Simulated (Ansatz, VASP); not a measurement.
**Two plane-wave programs on InPd**

The input INCAR:

```
SYSTEM = InPd
ALGO     = Normal         ! electronic algorithm
EDIFF    = 1E-7           ! SCF threshold, eV
EDIFFG   = -0.01          ! ionic threshold
ENCUT    = 600            ! plane-wave cutoff, eV
IBRION   = 2              ! ionic algorithm
ISIF     = 3              ! what is computed and relaxed
ISMEAR   = -1             ! smearing method
LASPH    = .TRUE.         ! aspherical terms in the spheres
LCHARG   = .FALSE.        ! write CHGCAR
LMIXTAU  = .TRUE.       
LREAL    = .FALSE.        ! projectors in reciprocal space
LWAVE    = .FALSE.        ! write WAVECAR
METAGGA  = R2SCAN         ! meta-GGA
NELM     = 80             ! most SCF steps
NSW      = 40             ! ionic steps
PREC     = Accurate       ! precision mode
SIGMA    = 0.05           ! smearing width, eV
```

File KPOINTS:

```
k-points
0
G
  8 8 8
  0 0 0
```

Contents of POSCAR:

```
InPd
1.0
    0.0000000000      2.7460700000      2.7460700000
    2.7460700000      0.0000000000      2.7460700000
    2.7460700000      2.7460700000      0.0000000000
In Pd
1 1
Direct
    0.0000000000      0.0000000000      0.0000000000
    0.5000000000      0.5000000000      0.5000000000
```

input.yaml

```yaml
crystal:
  lattice:
    - [0.0, 2.74607, 2.74607]
    - [2.74607, 0.0, 2.74607]
    - [2.74607, 2.74607, 0.0]
  atoms:
    - { symbol: In, position: [0.0, 0.0, 0.0] }
    - { symbol: Pd, position: [0.5, 0.5, 0.5] }
hamiltonian:
  xc: r2scan
  pseudopotentials: { kind: paw }
kpoints:
  mp_grid: { grid: [8, 8, 8] }
scf:
  occupations: { method: fermi_dirac, width: 0.05 }
output:
  forces: true
  stress: true
  eigenvalues: true
relax:
  f_tol: 0.01
  max_steps: 40
  cell: { stress_tol: 0.05 }
```

The cell was built by a generator and needn't be a form met in nature.

Alike in both runs: task relaxation of cell and atoms; functional r2SCAN; k mesh 8 × 8 × 8; occupations fermi-dirac, width 0.05 eV; no spin polarisation.

```csv
,VASP,Ansatz
version,VASP 6.6.1,Ansatz 0.2.0
potentials or method,"VASP PAW PBE potentials, release 64 (In_d, Pd)",Ansatz PAW
plane-wave cutoff (eV),600,500
valence electrons in the cell,23,31
```

|  | VASP | Ansatz | Ansatz less VASP |
| --- | --- | --- | --- |
| gap on the k mesh at the Fermi level, each at its own relaxed structure (eV) | none | none | - |
| relaxed volume (Å³/atom) | 20.15 | 20.05 | -0.105 |
| relaxed cell length with the largest relative difference (Å) | 3.848 | 3.842 | -0.0067 |
| energy change over the relaxation (meV/atom) | -5 | -6 | -1.8 |

A gap of «none» marks a metal or a gap that the smearing closes. The two sets of potentials don't hold the same shells in valence.

Caveats: the PAW data sets were made with another functional, which shifts forces and pressure a little (VASP); the plane-wave basis is chosen anew once the cell has moved, so the energies of steps on either side of that aren't comparable (Ansatz); the PAW data sets come from PBE, with cores solved anew for the run's functional, which leaves a small shift of forces and pressure (Ansatz).
